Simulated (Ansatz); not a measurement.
**NaHgI2: from a guess to a relaxed structure**

Where does this trial cell of NaHgI2 go when cell and atoms are let free?

Computed with Ansatz 0.2.0 (DFT PBE, scalar-relativistic, plane waves, PAW, unless a step's input says otherwise).

## Step 1: The starting structure

Symmetry: P4/mmm, No. 123, tetragonal system. Conventional cell: a = 4.575 Å, b = 4.575 Å, c = 19.000 Å, α = 90.00°, β = 90.00°, γ = 90.00°. Na (site symmetry 4/mmm) is surrounded by 2 I at 2.08 Å. Hg (site symmetry 4/mmm) is surrounded by 4 Na at 3.23 Å. I (site symmetry 4mm) is surrounded by 1 Na at 2.08 Å.

As a file:

```xyz
4
Lattice="4.5749 0.0000 0.0000 0.0000 4.5749 0.0000 0.0000 0.0000 19.0000" Properties=species:S:1:pos:R:3 pbc="T T F"
Na    0.0000    0.0000    9.5000
Hg    2.2875    2.2875    9.5000
I     0.0000    0.0000    7.4222
I     0.0000    0.0000   11.5778
```

Recipe of the guess: random sheet by layer group and Wyckoff sites. Its size is a rough estimate.

Only a and b are periodic; c spans vacuum, so the box's volume, pressure and space group aren't properties of the sheet.

## Step 2: A first look at the guess

Input file input.yaml:

```yaml
crystal:
  lattice:
    - [4.574929, 0.0, 0.0]
    - [0.0, 4.574929, 0.0]
    - [0.0, 0.0, 19.0]
  atoms:
    - { symbol: Na, position: [0.0, 0.0, 0.5] }
    - { symbol: Hg, position: [0.5, 0.5, 0.5] }
    - { symbol: I, position: [0.0, 0.0, 0.39064233] }
    - { symbol: I, position: [0.0, 0.0, 0.60935767] }
  periodic: [true, true, false]
basis:
  ecutwfc: 420
kpoints:
  mp_grid: { grid: [4, 4, 1] }
hamiltonian:
  xc: pbe
scf:
  occupations: { method: gaussian, width: 0.1 }
  lower_state_search: "off"
output:
  forces: true
  stress: true
  eigenvalues: true
```

Launch:

```
ansatz run input.yaml --threads 1 --pin off --max-ram 2048MiB --backend cpu --events-out ev --progress --plain --runs-dir out
```

The session goes on with these runs: rough relaxation on the coarse mesh; relaxation on the finer mesh.

What does the calculation give? Wanted: relaxed cell; area; thickness between outermost nuclei; energy over the elements; gap on the mesh.

**Answer**, as computed:

| quantity | value |
| --- | --- |
| symmetry at the end (tolerance 0.05 Å) | layer group p4/mmm (No. 61) |
| relaxed cell | a = 4.374 Å, b = 4.374 Å, γ = 90.0° |
| area | 4.78 Å²/atom |
| thickness between outermost nuclei | 5.82 Å |
| energy over the elements | -0.19 eV/atom |
| gap on the mesh | none (metal) |

The layer group p4/mmm (No. 61) is kept, and the area per atom shrinks by 8.6 % from the first guess. It lies below the elements, which doesn't yet make it stable: competing phases were not computed in this session. No finished test with a distortion of lower symmetry is shown, so the end may be a saddle point. Spin-orbit coupling is left out for Hg, I. Spin polarisation is off in the runs that give these values; a magnetic solution could lie lower. The last relaxation has no spin, and with this many d or unpaired electrons a magnetic state may lie lower.
